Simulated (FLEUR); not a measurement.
Crystal: CoO.

```
Co O
1.0
     3.19765    0.00000    0.00000
    -1.59882    2.76924    0.00000
     0.00000    0.00000    5.22871
Co O
2 2
Cartesian
  0.0000 1.8462 2.6319
  0.0000 0.0000 0.0182
  0.0000 1.8462 4.5571
  0.0000 0.0000 1.9430
```

Measurements of this composition are mostly on another form, of space group No. 225.

Base run:

* Program: FLEUR MaX-R8.1 (later development tree)
* Functional: PBEsol
* Potentials or basis: all-electron
* Basis: FLAPW
* Kmax: 5.19 1/bohr
* k mesh: 8 × 8 × 4
* Occupations: fermi-dirac, width 0.05 eV
* Spin: collinear spin, ferromagnetic start
* Starting moments: [2.0, 2.0, 0.0, 0.0] μB
* Hubbard terms: Co d U = 5 eV

Its results: band gap on the k mesh 0.54 eV, direct; net moment 6.00 μB per cell; site moments Co +2.62; O +0.16 μB.

**Question.** The run is repeated on the same cell with these changes: hubbard terms from Co d U = 5 eV to Co d U = 4 eV. What comes out?

**Answer.** Band gap on the k mesh 0.42 eV, direct; net moment 6.00 μB per cell; site moments Co +2.59; O +0.18 μB.

